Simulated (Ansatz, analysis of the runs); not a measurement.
# A homologous series of junctions, from (C≡C)1 chain with nitrile ends, between Au (111) faces with adatoms, part 2 of 5

Aim: the decay constant of the conductance with molecular length.

Ansatz 0.2.0; DFT PBE, plane waves, PAW; relaxation of a junction, electrodes held but for their tips (the session's first sound run).

So far. Step 2 (Relaxing the junction, 53 atoms, molecule oligoyne 1 …): The largest force component on a free atom ends at 0.007 eV/Å, under the limit of 0.05. The apex atoms end 10.89 Å apart, and their nearest bridge atoms lie at 2.28 Å (Au–N) and 2.28 Å (Au–N).

## (3) The open system, 53 atoms, molecule oligoyne 1, nitrile ends, units 1

This step: DFT PBE, plane waves, PAW; transmission of a junction between electrodes (Ansatz 0.2.0).

The cell is now read as a scatterer between two semi-infinite leads, named by two sites one period apart. The scattering states in its self-consistent potential are matched to the leads' states at each energy. A mesh across the current samples the surface zone of the faces.

input.yaml

```yaml
crystal:
  lattice:
    - [8.8246926292, 0.0, 0.0]
    - [4.4123463146, 7.6424079975, 0.0]
    - [0.0, 0.0, 25.1015055624]
  atoms:
    - { symbol: Au, position: [0.8333333333, 0.8333333333, 0.0] }
    - { symbol: Au, position: [0.833333333, 0.166666667, 0.0] }
    - { symbol: Au, position: [0.833333333, 0.5, 0.0] }
    - { symbol: Au, position: [0.166666667, 0.833333333, 0.0] }
    - { symbol: Au, position: [0.1666666667, 0.1666666667, 0.0] }
    - { symbol: Au, position: [0.166666667, 0.5, 0.0] }
    - { symbol: Au, position: [0.5, 0.833333333, 0.0] }
    - { symbol: Au, position: [0.5, 0.166666667, 0.0] }
    - { symbol: Au, position: [0.5, 0.5, 0.0] }
    - { symbol: Au, position: [0.9444444443, 0.9444444443, 0.095682592] }
    - { symbol: Au, position: [0.944444444, 0.277777778, 0.095682592] }
    - { symbol: Au, position: [0.9444444443, 0.6111111113, 0.095682592] }
    - { symbol: Au, position: [0.277777778, 0.944444444, 0.095682592] }
    - { symbol: Au, position: [0.277777778, 0.277777778, 0.095682592] }
    - { symbol: Au, position: [0.277777778, 0.611111111, 0.095682592] }
    - { symbol: Au, position: [0.6111111113, 0.9444444443, 0.095682592] }
    - { symbol: Au, position: [0.611111111, 0.277777778, 0.095682592] }
    - { symbol: Au, position: [0.611111111, 0.611111111, 0.095682592] }
    - { symbol: Au, position: [0.0555555557, 0.0555555557, 0.191365184] }
    - { symbol: Au, position: [0.0555555557, 0.3888888887, 0.191365184] }
    - { symbol: Au, position: [0.055555556, 0.722222222, 0.191365184] }
    - { symbol: Au, position: [0.3888888887, 0.0555555557, 0.191365184] }
    - { symbol: Au, position: [0.388888889, 0.388888889, 0.191365184] }
    - { symbol: Au, position: [0.388888889, 0.722222222, 0.191365184] }
    - { symbol: Au, position: [0.722222222, 0.055555556, 0.191365184] }
    - { symbol: Au, position: [0.722222222, 0.388888889, 0.191365184] }
    - { symbol: Au, position: [0.722222222, 0.722222222, 0.191365184] }
    - { symbol: Au, position: [0.5, 0.5, 0.2829937182] }
    - { symbol: "N", position: [0.5, 0.5, 0.3737195203] }
    - { symbol: C, position: [0.5, 0.5, 0.4210282775] }
    - { symbol: C, position: [0.5, 0.5, 0.4751077902] }
    - { symbol: C, position: [0.5, 0.5, 0.5248922098] }
    - { symbol: C, position: [0.5, 0.5, 0.5789717225] }
    - { symbol: "N", position: [0.5, 0.5, 0.6262804797] }
    - { symbol: Au, position: [0.5, 0.5, 0.7170062818] }
    - { symbol: Au, position: [0.277777778, 0.277777778, 0.808634816] }
    - { symbol: Au, position: [0.277777778, 0.611111111, 0.808634816] }
    - { symbol: Au, position: [0.277777778, 0.944444444, 0.808634816] }
    - { symbol: Au, position: [0.611111111, 0.277777778, 0.808634816] }
    - { symbol: Au, position: [0.611111111, 0.611111111, 0.808634816] }
    - { symbol: Au, position: [0.6111111113, 0.9444444443, 0.808634816] }
    - { symbol: Au, position: [0.944444444, 0.277777778, 0.808634816] }
    - { symbol: Au, position: [0.9444444443, 0.6111111113, 0.808634816] }
    - { symbol: Au, position: [0.9444444443, 0.9444444443, 0.808634816] }
    - { symbol: Au, position: [0.388888889, 0.388888889, 0.904317408] }
    - { symbol: Au, position: [0.388888889, 0.722222222, 0.904317408] }
    - { symbol: Au, position: [0.3888888887, 0.0555555557, 0.904317408] }
    - { symbol: Au, position: [0.722222222, 0.388888889, 0.904317408] }
    - { symbol: Au, position: [0.722222222, 0.722222222, 0.904317408] }
    - { symbol: Au, position: [0.722222222, 0.055555556, 0.904317408] }
    - { symbol: Au, position: [0.0555555557, 0.3888888887, 0.904317408] }
    - { symbol: Au, position: [0.055555556, 0.722222222, 0.904317408] }
    - { symbol: Au, position: [0.0555555557, 0.0555555557, 0.904317408] }
kpoints:
  mp_grid: { grid: [4, 4, 1] }
scf:
  occupations: { method: fermi_dirac, width: 0.1 }
hamiltonian:
  xc: pbe
output:
  transmission: { leads: [[44, 8]], e_range: [-0.7, 0.7], de: 0.035, kmesh: [4, 4] }
  dos: { projected: true, e_range: [-5, 4] }
  write_potential: true
  write_density: true
  volumetric_format: npy
```

Launch:

```
ansatz run input.yaml --threads 16 --pin off --max-ram 61440MiB --backend cuda --events-out ev --progress --plain --runs-dir out --max-vram 78GiB
```

Numbers of over 12 decimals in the logs are rounded to 6 here.

Output:

```text
[...]
Crystal: 53 atoms, lattice volume = 1692.893 Å³
Basis set: ecut = 420 eV, 33149 PW (Γ)
Bands: 552, of which v1, the nominal top of the filled ones, is band 460 counted from 1 (459 counted from 0)
Symmetry: 12 space group operations
[...]
k-points: 4 of 16
[...]
SCF iter   1: F=—  HF=-619779.147082 eV  |F-HF|=—  |Δ(HF+E_count)|=         —  Δρ=4.53e-3  dr2=2.89e0  ethr=1.77e-3  ⟨swp⟩=6.0  Hψ=8330  notcnv=0  defer=104
[...]
SCF iter   6: F=—  HF=-619778.784414 eV  |F-HF|=—  |Δ(HF+E_count)|=   1.45e-2  Δρ=1.47e-4  dr2=1.72e-3  ethr=1.43e-7  ⟨swp⟩=2.8  Hψ=3069  notcnv=0  defer=244
[...]
SCF iter   9: F=—  HF=-619778.799724 eV  |F-HF|=—  |Δ(HF+E_count)|=   1.55e-2  Δρ=9.05e-6  dr2=2.33e-6  ethr=2.92e-9  ⟨swp⟩=2.0  Hψ=3234  notcnv=0  defer=245
[...]
SCF iter  11: F=-619778.799724 eV  HF=-619778.799724 eV  |F-HF|=4.75e-8  |Δ(HF+E_count)|=   8.03e-9  Δρ=1.24e-6  dr2=6.75e-8  ethr=1.09e-11  ⟨swp⟩=12.8  Hψ=8800  notcnv=0
SCF 1 converged in 11 iterations: F = -619778.799724 eV  dr2 = 6.75e-8
[...]
transmission: 24 of 152 steps passed
transmission: 33 of 152 steps passed
[...]
transmission: 152 of 152 steps passed
[...]
SCF converged after 11 iterations
[...]
--- Transmission ---
  basis      : 595 plane waves across, 38 finite elements along
  points     : 4, standing for a mesh of 4 x 4
  on the GPU : 4 of these points
  filling    : by the input's occupations and mesh, since the crystals that have channels conduct as metals do. If one of these is a semiconductor, that mesh has misplaced its level
  energies   : 41 from -0.700000 to 0.700000 eV about the Fermi level, 0.035000 eV apart; the leads are filled to 0.000000 eV, and channels, transmission and decay are at 0.000000 eV
  crystal 0  : Au9, at the sites [44, 8], period 2.4018 Å, over 12.01 Å; its Hamiltonian steps by up to 34.0 meV: too much for a lead, lay more layers or, if its atoms are ordered, name the step of that order
    offset         : up to 0.0000 Å between an atom of the period and one for which it stands
    filled         : 48.8 meV under the level at which it is neutral
    channels       : 7.687500e0 a spin
    conductance    : 8.7643e14 S/m² at 300 K; may be off by some 0.0 % by where its bands' edges are placed, 11.8 % from the k-mesh, 0.2 % from the distance to neutral
  junction   : crystal 0 to crystal 0, 0.50 to 23.20 Å
    transmission   : 2.916407e-2 a spin
    conductance    : 4.0884e12 S/m² at 300 K (3.7443e12 on every other point, 4.0729e12 on every other energy)
    error estimate : 0.4 % from the energy spacing and 4.7 % from band edges of the leads and from resonances (wavevectors taken as independent; lower de), 13.5 % from the k-mesh, 61.5 % from the steps of its leads' Hamiltonians or their offsets (lay more layers), 63.9 % from the distance to neutral
    resistance     : 2.4345e-1 Ω µm² beyond half of each lead's own
```

It took 85 s on 1 × NVIDIA GB200 with 16 threads of Arm Neoverse V2, shared host; peak memory 9.5 GiB.

Numbers from this step:

| Item | Value |
| --- | --- |
| energy at zero smearing | -619778.4977 eV |
| transmission at the energy nearest the Fermi level, one spin | 0.02916 |
| step of the lead's Hamiltonian | 34 meV |
| conductance of the junction | 0.03559 G₀ |
| conductance of the bulk lead, a 3×3 cell, mean over the mesh | 7.629 G₀ |
| channels of the bulk lead, one spin, mean over the mesh | 7.688 |

Transmission, one spin against energy, zero at the Fermi level:

energy (eV), log10 transmission, one spin and a bar from the least value:
```
   -0.700       -2.6 
   -0.665       -2.6 
   -0.595       -2.6 #
   -0.560       -2.5 #
   -0.490       -2.5 ##
   -0.455       -2.4 ##
   -0.420       -2.4 ###
   -0.350       -2.3 ####
   -0.315       -2.2 ####
   -0.280       -2.2 #####
   -0.210       -2.0 ######
   -0.175       -2.0 #######
   -0.105       -1.8 #########
   -0.070       -1.7 ##########
   -0.035       -1.6 ###########
    0.000       -1.5 ############
    0.035       -1.4 #############
    0.070       -1.2 ###############
    0.105       -1.1 #################
    0.175       -0.6 ######################
    0.210       -0.2 ##########################
    0.280        0.2 ##############################
    0.315       -0.2 ##########################
    0.350       -0.5 ######################
    0.420       -1.0 #################
    0.455       -1.1 ################
    0.490       -1.3 ##############
    0.560       -1.5 ############
    0.595       -1.6 ###########
    0.665       -1.7 ##########
    0.700       -1.7 #########
```

Open channels of the lead, one spin against energy, zero at the Fermi level:

energy (eV), open channels of the lead, one spin and a bar from the least value:
```
   -0.700       5.69 
   -0.665       5.69 
   -0.630       5.81 ##
   -0.595       5.81 ##
   -0.560       5.81 ##
   -0.525       5.81 ##
   -0.490       5.81 ##
   -0.420       5.81 ##
   -0.385       6.56 #############
   -0.350       6.56 #############
   -0.315       6.56 #############
   -0.280       6.56 #############
   -0.245       7.69 ##############################
   -0.210       7.69 ##############################
   -0.175       7.31 ########################
   -0.140       7.69 ##############################
   -0.105       7.69 ##############################
   -0.070       7.69 ##############################
   -0.035       7.69 ##############################
    0.000       7.69 ##############################
    0.035       7.31 ########################
    0.070       7.69 ##############################
    0.105       7.69 ##############################
    0.140       7.69 ##############################
    0.175       7.69 ##############################
    0.210       7.69 ##############################
    0.245       7.69 ##############################
    0.280       7.31 ########################
    0.315       7.31 ########################
    0.350       6.94 ###################
    0.385       7.31 ########################
    0.420       7.31 ########################
    0.490       7.31 ########################
    0.525       7.31 ########################
    0.560       7.31 ########################
    0.595       7.31 ########################
    0.630       7.31 ########################
    0.665       7.31 ########################
    0.700       7.31 ########################
```

The planar mean of the electrostatic potential energy, less the Fermi level by z:

```tsv
z (Å)	planar mean of the electrostatic potential energy, less the Fermi level (eV)
0	-16.2
1	-0.0129
2	-12.5
3	-8.23
4	-3.07
5	-15.1
6	2.72
7	2.71
8	4.20
9	3.98
10	3.81
11	3.44
12	2.93
13	3.06
14	3.59
15	3.70
16	3.76
17	4.38
18	2.69
19	3.13
20	-13.8
21	-5.41
22	-5.71
23	-14.2
24	0.711
```

By hand: the program gives 4.0884 × 10^12 S/m² over the cell's cross-section of 67.44 Å² = 6.744 × 10^-19 m², so one cell conducts 2.757 × 10^-6 S. Divided by G0 = 2e²/h = 7.748 × 10^-5 S this is 0.0356 G0, a resistance of 363 kΩ.

The conductance is 0.0356 G₀; the transmission at the nearest energy alone would give 0.0292 G₀, so T(E) varies within the thermal window. The value hangs on where a semilocal functional puts the molecule's levels, which is known only roughly. The lead's Hamiltonian steps by 34.0 meV, which the program calls too much for a lead. The largest term of the program's error estimate is 64 %, from the distance to neutral.

## (4) Landauer integrals, 53 atoms

This step: Landauer integrals over the computed T(E), interpolated linearly between its energies (analysis of the runs above).

Conductance and thermopower are moments of T(E) over the thermal window; sliding the window along E stands for a gate that leaves T(E) rigid.

Numbers from this step:

```
conductance at 300 K, interpolated from T(E) : 0.03452 G₀
thermopower at 300 K                         : -76.86 μV/K
Lorenz number over L0                        : 1.517
```

T(E) held rigid; rough near sharp steps of T(E). The conductance at 300 K by shift of the leads' level:

```tsv
shift of the leads' level (eV)	conductance at 300 K (G₀)
-0.350	0.00537
-0.300	0.00650
-0.250	0.00805
-0.200	0.0102
-0.150	0.0131
-0.100	0.0176
-0.050	0.0239
0.000	0.0345
0.050	0.0591
0.100	0.121
0.150	0.288
0.200	0.680
0.250	1.12
0.300	0.967
0.350	0.481
```

T(E) held rigid; rough near sharp steps of T(E). Thermopower at 300 K against shift of the leads' level:

```tsv
shift of the leads' level (eV)	thermopower at 300 K (μV/K)
-0.350	-27.5
-0.300	-30.2
-0.250	-33.5
-0.200	-36.6
-0.150	-41.3
-0.100	-46.1
-0.050	-52.9
0.000	-76.9
0.050	-110
0.100	-135
0.150	-135
0.200	-92.8
0.250	-22.0
0.300	54.2
0.350	114
```

The two levels move by half the bias each and T(E) is held rigid. The current from the zero-bias T(E) by bias:

```tsv
bias (V)	current from the zero-bias T(E) (μA)
0.000	0
0.100	0.285
0.200	0.696
0.300	1.49
0.400	3.33
0.500	6.94
0.600	11.2
0.700	14.0
0.800	15.3
```

By hand, Mott's formula: S = −(π²k²T/3e) d ln T/dE, and π²k²T/3e = 7.33 μV/K × eV at 300 K. The computed T is 0.0208 at -0.070 eV and 0.0586 at +0.070 eV, so d ln T/dE ≈ 7.41 per eV and S ≈ -54.3 μV/K, against -76.9 from the integrals. The two differ since ln T is not straight over the thermal window.

The thermopower is -76.9 μV/K. The Lorenz ratio is 1.52, where the Wiedemann-Franz law gives 1. These values rest on a semilocal level alignment and on the mesh across the current. Moving the level by up to 0.1 eV either way gives -135 to -46 μV/K.

## (5) Relaxing the junction, 55 atoms, molecule oligoyne 2, nitrile ends, units 2

This step: DFT PBE, plane waves, PAW; relaxation of a junction, electrodes held but for their tips (Ansatz 0.2.0).

System of this step: (C≡C)2 chain with nitrile ends, between Au (111) faces with adatoms. The cell holds 55 atoms: 47 Au, 2 N and 6 C. Cell: a = 8.825 Å, b = 8.825 Å, c = 27.845 Å, α = 90.0°, β = 90.0°, γ = 60.0°. Electrodes: Au (111) 3x3 face with an adatom; the apex atoms were set 13.771 Å apart; the free molecule is N#CC#CC#CC#N. Regions: lower lead, 28 atoms (28 Au); bridge, 8 atoms (2 N and 6 C); upper lead, 19 atoms (19 Au). The structure is stacked along c, and the current runs across the ab planes.

The bridge and the electrodes' tips relax, while 45 atoms stay at the lead's spacing, so that the ends still repeat as a lead.

input.yaml

```yaml
crystal:
  lattice:
    - [8.8246926292, 0.0, 0.0]
    - [4.4123463146, 7.6424079975, 0.0]
    - [0.0, 0.0, 27.8450449725]
  atoms:
    - { symbol: Au, position: [0.833333333, 0.833333333, 0.0] }
    - { symbol: Au, position: [0.833333333, 0.166666667, 0.0] }
    - { symbol: Au, position: [0.833333333, 0.5, 0.0] }
    - { symbol: Au, position: [0.166666667, 0.833333333, 0.0] }
    - { symbol: Au, position: [0.166666667, 0.166666667, 0.0] }
    - { symbol: Au, position: [0.166666667, 0.5, 0.0] }
    - { symbol: Au, position: [0.5, 0.833333333, 0.0] }
    - { symbol: Au, position: [0.5, 0.166666667, 0.0] }
    - { symbol: Au, position: [0.5, 0.5, 0.0] }
    - { symbol: Au, position: [0.944444444, 0.944444444, 0.086255099] }
    - { symbol: Au, position: [0.944444444, 0.277777778, 0.086255099] }
    - { symbol: Au, position: [0.944444444, 0.611111111, 0.086255099] }
    - { symbol: Au, position: [0.277777778, 0.944444444, 0.086255099] }
    - { symbol: Au, position: [0.277777778, 0.277777778, 0.086255099] }
    - { symbol: Au, position: [0.277777778, 0.611111111, 0.086255099] }
    - { symbol: Au, position: [0.611111111, 0.944444444, 0.086255099] }
    - { symbol: Au, position: [0.611111111, 0.277777778, 0.086255099] }
    - { symbol: Au, position: [0.611111111, 0.611111111, 0.086255099] }
    - { symbol: Au, position: [0.055555556, 0.055555556, 0.172510199] }
    - { symbol: Au, position: [0.055555556, 0.388888889, 0.172510199] }
    - { symbol: Au, position: [0.055555556, 0.722222222, 0.172510199] }
    - { symbol: Au, position: [0.388888889, 0.055555556, 0.172510199] }
    - { symbol: Au, position: [0.388888889, 0.388888889, 0.172510199] }
    - { symbol: Au, position: [0.388888889, 0.722222222, 0.172510199] }
    - { symbol: Au, position: [0.722222222, 0.055555556, 0.172510199] }
    - { symbol: Au, position: [0.722222222, 0.388888889, 0.172510199] }
    - { symbol: Au, position: [0.722222222, 0.722222222, 0.172510199] }
    - { symbol: Au, position: [0.5, 0.5, 0.252727441] }
    - { symbol: "N", position: [0.500000271, 0.500000059, 0.332271216] }
    - { symbol: C, position: [0.500000414, 0.500000089, 0.373925432] }
    - { symbol: C, position: [0.500000582, 0.500000055, 0.42924293] }
    - { symbol: C, position: [0.500000665, 0.500000064, 0.47234235] }
    - { symbol: C, position: [0.500000713, 0.500000052, 0.527657677] }
    - { symbol: C, position: [0.500000651, 0.500000037, 0.570757098] }
    - { symbol: C, position: [0.500000453, 0.50000005, 0.62607457] }
    - { symbol: "N", position: [0.500000297, 0.500000033, 0.667728784] }
    - { symbol: Au, position: [0.5, 0.5, 0.747272559] }
    - { symbol: Au, position: [0.277777778, 0.277777778, 0.827489801] }
    - { symbol: Au, position: [0.277777778, 0.611111111, 0.827489801] }
    - { symbol: Au, position: [0.277777778, 0.944444444, 0.827489801] }
    - { symbol: Au, position: [0.611111111, 0.277777778, 0.827489801] }
    - { symbol: Au, position: [0.611111111, 0.611111111, 0.827489801] }
    - { symbol: Au, position: [0.611111111, 0.944444444, 0.827489801] }
    - { symbol: Au, position: [0.944444444, 0.277777778, 0.827489801] }
    - { symbol: Au, position: [0.944444444, 0.611111111, 0.827489801] }
    - { symbol: Au, position: [0.944444444, 0.944444444, 0.827489801] }
    - { symbol: Au, position: [0.388888889, 0.388888889, 0.913744901] }
    - { symbol: Au, position: [0.388888889, 0.722222222, 0.913744901] }
    - { symbol: Au, position: [0.388888889, 0.055555556, 0.913744901] }
    - { symbol: Au, position: [0.722222222, 0.388888889, 0.913744901] }
    - { symbol: Au, position: [0.722222222, 0.722222222, 0.913744901] }
    - { symbol: Au, position: [0.722222222, 0.055555556, 0.913744901] }
    - { symbol: Au, position: [0.055555556, 0.388888889, 0.913744901] }
    - { symbol: Au, position: [0.055555556, 0.722222222, 0.913744901] }
    - { symbol: Au, position: [0.055555556, 0.055555556, 0.913744901] }
kpoints:
  mp_grid: { grid: [2, 2, 1] }
scf:
  occupations: { method: fermi_dirac, width: 0.1 }
hamiltonian:
  xc: pbe
relax:
  constraints:
    - { sites: [0, 1, 2, 3, 4, 5, 6, 7, 8, 9, 10, 11, 12, 13, 14, 15, 16, 17, 18, 19, 20, 21, 22, 23, 24, 25, 26, 37, 38, 39, 40, 41, 42, 43, 44, 45, 46, 47, 48, 49, 50, 51, 52, 53, 54] }
  f_tol: 0.05
  max_steps: 35
```

Output:

```text
[...]
SCF 1 converged in 11 iterations: F = -620275.145022 eV  dr2 = 2.17e-5
[...]
SCF 2 converged in 8 iterations: F = -620276.610906 eV  dr2 = 7.24e-6
[...]
SCF 3 converged in 8 iterations: F = -620276.924781 eV  dr2 = 2.96e-6
[...]
SCF 4 converged in 5 iterations: F = -620276.965680 eV  dr2 = 3.64e-5
[...]
SCF 5 converged in 5 iterations: F = -620276.968997 eV  dr2 = 1.54e-6
[...]
- { symbol: C, position: [0.5, 0.500000, 0.430915] }
    - { symbol: C, position: [0.5, 0.500000, 0.475922] }
    - { symbol: C, position: [0.5, 0.500000, 0.524078] }
    - { symbol: C, position: [0.500000, 0.500000, 0.569085] }
    - { symbol: C, position: [0.5, 0.500000, 0.617792] }
    - { symbol: N, position: [0.5, 0.500000, 0.660371] }
[...]
- { symbol: Au, position: [0.722222, 0.055555556, 0.913745] }
    - { symbol: Au, position: [0.055556, 0.388889, 0.913745] }
    - { symbol: Au, position: [0.055556, 0.722222222, 0.913745] }
    - { symbol: Au, position: [0.055556, 0.055556, 0.913745] }
[key lines of the parts left out:]
SCF converged after 7 iterations
```

Elapsed: 6.8 s, on 1 × NVIDIA GB200 with 16 threads; peak memory 1.6 GiB; 16 s of CPU time.

The steps of the relaxation:

```tsv
step	energy less that of the first step (eV)	largest force component (eV/Å)
1	0.0000	7.6463
2	-1.4659	4.0081
3	-1.7798	1.4583
4	-1.8207	0.2233
5	-1.8240	0.1152
6	-1.8246	0.0217
```

The atoms that moved most (Å):

```tsv
atom	dx	dy	dz	length
C35	0.000	0.000	-0.231	0.231
C30	0.000	0.000	0.231	0.231
N36	0.000	0.000	-0.205	0.205
N29	0.000	0.000	0.205	0.205
C33	0.000	0.000	-0.100	0.100
C32	0.000	0.000	0.100	0.100
Au37	0.000	0.000	-0.050	0.050
Au28	0.000	0.000	0.050	0.050
```

The largest force component on a free atom ends at 0.022 eV/Å, under the limit of 0.05. The apex atoms end 13.67 Å apart, and their nearest bridge atoms lie at 2.37 Å (Au–N) and 2.37 Å (Au–N).

(Part 2 of 5 ends here.)

[Logs are printed without paths, hosts, clocks, repeated set-up lines and the standing remarks that a program may print on its own settings, such as how far it seeks lower states.]

[Hosts, paths, dates, database ids (printed as entryN), source tags and the programs' standing remarks are cut or masked in the printed files.]
